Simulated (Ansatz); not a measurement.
Runs of Ansatz 0.2.0 on MnO2. Symmetry: P-3m1, No. 164, trigonal system. Conventional cell: a = 2.857 Å, b = 2.857 Å, c = 4.601 Å, α = 90.00°, β = 90.00°, γ = 120.00°. Mn (site symmetry -3m) has 6 O at 1.90 Å as nearest neighbours. O (site symmetry 3m) has 3 Mn at 1.90 Å as nearest neighbours. Measurements of this composition are mostly on another form, of space group No. 136.

```csv
task,level,cell,k mesh,cutoff (eV),smearing,points for each segment of the path,mesh quality,gap on the mesh (eV),pressure (GPa),moment (μB),relaxed volume (Å³/atom),largest force (eV/Å)
band structure,PBEsol0,as given,6 × 6 × 3,420,fermi-dirac 0.05 eV,4,coarse,4.21,-,3.00,-,0.72
electron localisation function,BLYP+D3(BJ),as given,11 × 11 × 6,420,gaussian 0.1 eV,-,not flagged,0.72,5.7,3.00,-,0.48
band structure,r2SCAN,as given,11 × 11 × 6,500,fermi-dirac 0.05 eV,14,not flagged,1.93,-0.7,3.00,-,0.08
band structure,LDA,as given,11 × 11 × 6,420,fermi-dirac 0.05 eV,14,not flagged,0.44,-8.9,3.00,-,0.55
relaxation of cell and atoms,BLYP+D4,relaxed,11 × 11 × 6,420,fermi-dirac 0.05 eV,-,not flagged,0.75,0.0,3.00,10.47,-
band structure,r2SCAN50,as given,6 × 6 × 3,500,fermi-dirac 0.05 eV,4,coarse,6.33,-,3.00,-,1.11
relaxation of cell and atoms,PBEsol+D3(BJ),relaxed,11 × 11 × 6,420,fermi-dirac 0.05 eV,-,not flagged,(a),0.0,3.00,10.36,-
band structure,HSE06,as given,8 × 8 × 4,420,fermi-dirac 0.05 eV,4,not flagged,3.50,-,3.00,-,(b)
band structure,PBE0,as given,6 × 6 × 4,420,fermi-dirac 0.05 eV,4,coarse,4.29,-,3.00,-,0.45
relaxation of cell and atoms,PBE0,relaxed,6 × 6 × 4,420,fermi-dirac 0.05 eV,-,coarse,4.67,-,3.00,12.61,-
phonons,LDA,as given,8 × 8 × 5,420,gaussian 0.01 eV,-,not flagged,0.45,-,3.00,-,-
```

Alike in all rows: potentials or basis Ansatz PAW; spin collinear, ferromagnetic start.

Question: Estimate the missing entries.

Answer: (a) 0.64; (b) 0.44.

Caveats: some runs use coarse meshes; a cell with one magnetic atom can't hold antiferromagnetic order, which such compounds often take; the PAW data sets come from PBE, with cores solved anew for the run's functional, which leaves a small shift of forces and pressure; the magnetic or orbital state may not be the lowest (some runs); odd divisions of the mesh miss points on the zone boundary, where band edges often lie, so the gap on the mesh can be too wide (some runs); the plane-wave basis is chosen anew once the cell has moved, so the energies of steps on either side of that aren't comparable (some runs); the potentials were made for another functional, which shifts forces and pressure (some runs); forces of over 1 eV/Å show positions far from the minimum, so gaps and moduli don't describe the material at rest (some runs).

A k mesh can miss the band edges.

Not every run made on this cell is shown here.
